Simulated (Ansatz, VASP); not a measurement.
# Two plane-wave programs on Na

INCAR

```
PREC = Accurate
ENCUT = 520
EDIFF = 1E-8
ISMEAR = -1
SIGMA = 0.05
LREAL = False
LASPH = True
NELM = 80
ALGO = Normal
ISIF = 2
LWAVE = False
LCHARG = False
GGA = PE
LEFG = True
NBANDS = 10
```

KPOINTS

```
regular mesh
0
Gamma
  12 12 12
```

The input POSCAR:

```
Na
1.0
   -2.0763795808      2.0763795808      2.2022000000
    2.0763795808     -2.0763795808      2.2022000000
    2.0763795808      2.0763795808     -2.2022000000
Na
1
Direct
    0.0000000000      0.0000000000      0.0000000000
```

Input for Ansatz:

```yaml
crystal:
  lattice:
    - [-2.0763795808, 2.0763795808, 2.2022]
    - [2.0763795808, -2.0763795808, 2.2022]
    - [2.0763795808, 2.0763795808, -2.2022]
  atoms:
    - { symbol: Na, position: [0.0, 0.0, 0.0] }
kpoints:
  mp_grid: { grid: [12, 12, 12] }
scf:
  occupations: { method: fermi_dirac, width: 0.05 }
hamiltonian:
  xc: pbe
  pseudopotentials: { kind: paw }
output:
  forces: true
  stress: true
  eigenvalues: true
  efg: { contact_densities: true }
```

Change from the starting cell: z stretched by +4 % at fixed volume, PAW files.

Alike in both runs: task electric field gradients; functional PBE; k mesh 12 × 12 × 12; occupations fermi-dirac, width 0.05 eV; no spin polarisation.

```csv
,VASP,Ansatz
version,VASP 6.6.1,Ansatz 0.2.0
potentials or method,"VASP PAW PBE potentials, release 64 (Na_pv)","PAW with Ansatz's default frozen-core files, scalar-relativistic"
plane-wave cutoff (eV),520,420
valence electrons in the cell,7,9
```

```csv
,VASP,Ansatz,Ansatz less VASP
pressure (GPa),-0.2,-0.2,0.00
Vzz of the field gradient on the site that differs most (V/Å²),-0.1,-0.1,-0.05
```

With one functional, cell and mesh, what is left measures potentials, basis and numerics. The two sets of potentials don't hold the same shells in valence.
